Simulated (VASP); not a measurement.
Input of a VASP 6.6.1 run:

INCAR

```
SYSTEM = N
PREC = Accurate ; ENCUT = 400
EDIFF = 1E-7 ; ISMEAR = 0
SIGMA = 0.01 ; LREAL = .FALSE.
LASPH = .TRUE. ; NELM = 100
ALGO = Normal ; ISIF = 2
LWAVE = .FALSE. ; LCHARG = .FALSE.
GGA = PE ; IVDW = 12
IBRION = 2 ; NSW = 120
EDIFFG = -0.03 ; ISYM = 0
```

Contents of KPOINTS:

```
regular mesh
0
G
  1 1 1
  0 0 0
```

Contents of POSCAR:

```
N
1.0
   11.4414717937      0.0000000000      0.0000000000
    0.0000000000     11.9414717937      0.0000000000
    0.0000000000      0.0000000000     12.4414717937
N
2
Selective dynamics
Direct
    0.5214622657      0.5159199176      0.4621639703  F F F
    0.4785377343      0.4924542595      0.5378360297  T T T
```

Potentials or basis: VASP PAW PBE potentials, release 64 (N).

Launch:

```bash
$ cat potpaw_PBE.64/N/POTCAR > POTCAR
$ mpirun -np 1 vasp_gam > vasp.out
```

What does it give for the energy gained by relaxing?

14.1 meV/atom.

Predict the dispersion energy per atom.

-0.006 eV.

The path:
| step | energy change (eV) | largest force (eV/Å) | pressure (GPa) |
| --- | --- | --- | --- |
| 1 | 0.0000 | 3.0667 | 0.00 |
| 2 | 0.8845 | 11.9396 | -0.55 |
| 3 | -0.0282 | 0.1290 | -0.11 |
| 4 | -0.0282 | 0.0097 | -0.10 |

Caveat: the cutoff is under 1.25 times the usual one of these potentials, so pressure, stress and relaxed cells hold a basis-set (Pulay) error; the standard files for N, O and F lose accuracy on very short bonds.
